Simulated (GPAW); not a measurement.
Runs of GPAW 26.7.0 on BaTiO3. It takes space group R3m (No. 160, trigonal). Conventional cell: a = 5.655 Å, b = 5.655 Å, c = 6.955 Å, α = 90.00°, β = 90.00°, γ = 120.00°. Ba (site symmetry 3m) is surrounded by 12 O at 2.79 to 2.89 Å. Ti (site symmetry 3m) is surrounded by 6 O at 1.87 to 2.14 Å. Around O (site symmetry m) lie 2 Ti at 1.87 to 2.14 Å. 

```csv
task,level,potentials or basis,k mesh,band path,band points,gap on the mesh (eV),pressure (GPa),V0 of scaled cells (Å³/atom),B0 (GPa),largest force (eV/Å)
band structure,LDA,"the program's PAW data sets (release 1.2.1) made for this functional, pw",5 × 5 × 5,"GLB1,BZGX,QFP1Z,LP",100,2.45,-4.6,-,-,0.15
band structure,r2SCAN,"GPAW PAW data sets (gpaw-data 1.2.1), pw",5 × 5 × 5,"GLB1,BZGX,QFP1Z,LP",100,2.91,(a),-,-,0.18
equation of state,LDA,"the program's PAW data sets (release 1.2.1) made for this functional, pw",5 × 5 × 5,-,-,-,-,12.53,(b),-
band structure,LDA,"the program's PAW data sets (release 1.2.1) made for this functional, pw",6 × 6 × 6,"GLB1,BZGX,QFP1Z,LP",80,2.33,-4.6,-,-,0.15
band structure,LDA,"PAW data sets generated in the run's folder for this functional, pw",6 × 6 × 6,"GLB1,BZGX,QFP1Z,LP",80,2.33,-4.6,-,-,0.15
equation of state,PBEsol,"PAW data sets generated in the run's folder for this functional, pw",5 × 5 × 5,-,-,-,-,12.88,172,-
```

Alike in all rows: no spin polarisation; cell as given; cutoff (eV) 800; smearing fermi-dirac 0.05 eV.

Task: Fill in the values left out.

Result: (a) 3.4; (b) 187.

Caveats: spin-orbit coupling is left out, which moves the levels of the heavy elements (some runs); the mesh misses the band edges, which the band path finds closer together (some runs); the cell was scaled at fixed shape and fractional positions, which overstates the stiffness of a crystal with free parameters, most of all of layers and chains (some runs); the PAW data sets were made with another functional, which shifts forces and pressure a little (some runs).

A k mesh can miss the band edges, and the runs leave out spin-orbit coupling on Ba.

Not every run made on this cell is shown here.
